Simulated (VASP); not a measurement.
**MgB2 under changes of volume**

One of the cells (9.266 Å³/atom); the others are scaled copies at fixed shape and fractional positions:

```xyz
3
Lattice="3.0545 0.0000 0.0000 -1.5273 2.6453 0.0000 0.0000 0.0000 3.4403" Properties=species:S:1:pos:R:3 pbc="T T T"
Mg    0.0000    0.0000    0.0000
B     1.5273    0.8818    1.7202
B     0.0000    1.7635    1.7202
```

```yaml
Program: VASP 6.6.1
Functional: PBE
Dispersion: D3(BJ)
Potentials_or_basis: VASP PAW PBE potentials, release 64 (Mg, B)
Cutoff: 520 eV
k_mesh: 8 × 8 × 8
Occupations: fermi-dirac, width 0.05 eV
Spin: no spin polarisation
```

```tsv
volume (Å³/atom)	energy over the lowest point (meV/atom)	pressure (GPa)
8.895	8.29	7.2
9.081	2.07	3.5
9.266	0.00	0.0
9.451	1.70	-3.1
9.637	?	?
```

Problem. What does the run at 9.637 Å³/atom give?

Solution. Energy over the lowest point 6.85 meV/atom; pressure -5.9 GPa.

Worked out: A Birch-Murnaghan fit of order 2 (a polynomial in V^(-2/3)) to the other rows has its minimum at 9.27 Å³/atom with B0 = V·E''(V) = 162 GPa at fixed shape and positions, which overstates the stiffness. It gives 6.81 meV/atom at 9.637 Å³/atom, against the run's 6.85, and -dE/dV = -5.8 GPa, against -5.9.

Energies are extrapolated to zero smearing.

Caveats: pairwise dispersion overbinds metals, which lowers pressure and volume.
